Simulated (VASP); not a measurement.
## Cd: relaxation of cell and atoms with PBEsol

Crystal: Cd.

```
CELL_PARAMETERS angstrom
-1.78432 1.78432 1.78432
1.78432 -1.78432 1.78432
1.78432 1.78432 -1.78432
ATOMIC_POSITIONS crystal
Cd 0.00000 0.00000 0.00000
```

This isn't the form of Cd at room conditions, which is hcp.

```
Program                : VASP 6.6.1
Task                   : relaxation of cell and atoms
Functional             : PBEsol
Potentials or basis    : VASP PAW PBE potentials, release 64 (Cd)
Cutoff                 : 600 eV
k mesh                 : 10 × 10 × 10
Occupations            : fermi-dirac, width 0.05 eV
Spin                   : no spin polarisation
Further INCAR settings : ALGO = Normal; EDIFF = 1e-07; IBRION = 2; EDIFFG = -0.01; NSW = 40; ISIF = 3
```

```
Relaxed volume                         : 21.33 Å³/atom
Relaxed cell                           : a = 3.026 Å, b = 3.026 Å, c = 3.026 Å, α = 109.47°, β = 109.47°, γ = 109.47°
Space group after relaxing (to 0.05 Å) : Im-3m (No. 229)
Energy gained by relaxing              : 12.8 meV/atom
Ionic steps                            : 3
Pressure after relaxing                : 0.0 GPa
Band gap on the k mesh                 : none (metal or under the smearing width)
```

Step by step:
| step | energy change (eV) | largest force (eV/Å) | pressure (GPa) | volume (Å³) |
| --- | --- | --- | --- | --- |
| 1 | 0.0000 | 0.0000 | -2.67 | 22.72 |
| 2 | -0.0125 | 0.0000 | -0.43 | 21.50 |
| 3 | -0.0128 | 0.0000 | 0.01 | 21.33 |

Final structure:
```
Cd
1.0
    -1.74695    1.74695    1.74695
     1.74695   -1.74695    1.74695
     1.74695    1.74695   -1.74695
Cd
1
Direct
  0.00000 0.00000 0.00000
```

Levels at points of the mesh, in eV from the Fermi level:
| k point | band 4 | band 5 | band 6 | band 7 | band 8 | band 9 |
| --- | --- | --- | --- | --- | --- | --- |
| (0.00, 0.00, 0.00) | -9.22 | -8.76 | -8.76 | 15.46 | 15.46 | 15.46 |
| (0.50, 0.00, 0.00) | -8.73 | -8.29 | -2.42 | -1.04 | 9.38 | 9.97 |
| (0.50, 0.50, 0.50) | -8.41 | -8.41 | 3.27 | 3.27 | 3.27 | 5.89 |

Run time: 26 s on 1 thread of Intel(R) Xeon(R) Platinum 8488C (Sapphire Rapids), on a shared host, peak memory 0.17 GiB.

Caveat: the PAW data sets were made with another functional, which shifts forces and pressure a little.
